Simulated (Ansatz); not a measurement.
# Te (reference phase): the cost of one run

Computed with Ansatz 0.2.0 (DFT PBEsol, with the methods named in each step, unless a step's input says otherwise).

The COD entry's cell or inner coordinates are ideal or old and differ from later refinements, so a difference from it is no clean test against experiment.

## Step 1: Starting point

The structure is trigonal, space group P3_121 (No. 152). Conventional cell: a = 4.454 Å, b = 4.454 Å, c = 5.924 Å, α = 90.00°, β = 90.00°, γ = 120.00°. Te (site symmetry 2) is surrounded by 2 Te at 2.86 Å.

Coordinates:

```
Te
1.0
     4.45400    0.00000    0.00000
    -2.22700    3.85728    0.00000
     0.00000    0.00000    5.92400
Te
3
Cartesian
  1.1981 0.0000 1.9747
  -0.5991 1.0376 3.9493
  1.6279 2.8197 0.0000
```

Atoms are numbered in the order of the input: Te1, Te2, Te3.

## Step 2: Relaxed, PAW

Input file input.yaml:

```yaml
crystal:
  lattice:
    - [4.454, 0.0, 0.0]
    - [-2.227, 3.8572771485, 0.0]
    - [0.0, 0.0, 5.924]
  atoms:
    - { symbol: Te, position: [0.269, 0.0, 0.3333333333] }
    - { symbol: Te, position: [0.0, 0.269, 0.6666666667] }
    - { symbol: Te, position: [0.731, 0.731, 0.0] }
kpoints:
  mp_grid: { grid: [9, 9, 6] }
scf:
  occupations: { method: fermi_dirac, width: 0.05 }
hamiltonian:
  xc: pbesol
  pseudopotentials: { kind: paw }
output:
  forces: true
  stress: true
  write_density: true
  write_potential: true
  elf: true
  volumetric_format: npy
relax:
  f_tol: 0.003
  max_steps: 80
  cell: {}
```

Run with:

```sh
> ansatz run input.yaml --threads 1 --pin off --max-ram 3072MiB --backend cpu --events-out ev --progress --plain --runs-dir out
```

Q: Estimate wall time and peak memory on 1 thread of Intel Xeon Platinum 8488C (Sapphire Rapids), shared host.

About 52 s, with a peak of 0.49 GiB.
